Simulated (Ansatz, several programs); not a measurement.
Be2C built on the antifluorite prototype, relaxed with PBE in Ansatz (plane waves, PAW): it is cubic, Fm-3m (No. 225); conventional cell a = 4.328 Å, 6.76 Å³ an atom. C is surrounded by 8 Be at 1.87 Å; Be is surrounded by 4 C at 1.87 Å. The cell was then scaled with its shape and fractional coordinates held. (Simulation; spin polarisation is off.)

```csv
V (Å³/atom),E (meV/atom)
6.352,16.84
6.758,0.00
6.960,3.67
7.163,14.02
```

Q: Pass a cubic E = c₀ + c₁u + c₂u² + c₃u³, with u = V − 6.808 Å³, through these points.

A: c₀ = 0.24, c₁ = +9.301, c₂ = 90.650, c₃ = -21.0516 (meV and Å³).

Q: Where is the minimum, and what bulk modulus follows?

A: dE/du = 0 at u = -0.050, so V₀ = 6.76 Å³. B = V₀ d²E/dV² = 6.76 × (2c₂ + 6c₃u) = 6.76 × 187.668 = 1268 meV/Å³, and 1 meV/Å³ is 0.16022 GPa: 203 GPa. A third-order Birch-Murnaghan fit to all five points gives 6.76 Å³ and 202 GPa.

Q: Predict the energy and the pressure at the withheld volume, 6.555 Å³.

A: With u = -0.253: E ≈ 4.03 meV and P = −dE/dV ≈ +6.51 GPa. The run gives 4.01 meV and, from its stress, +6.49 GPa.
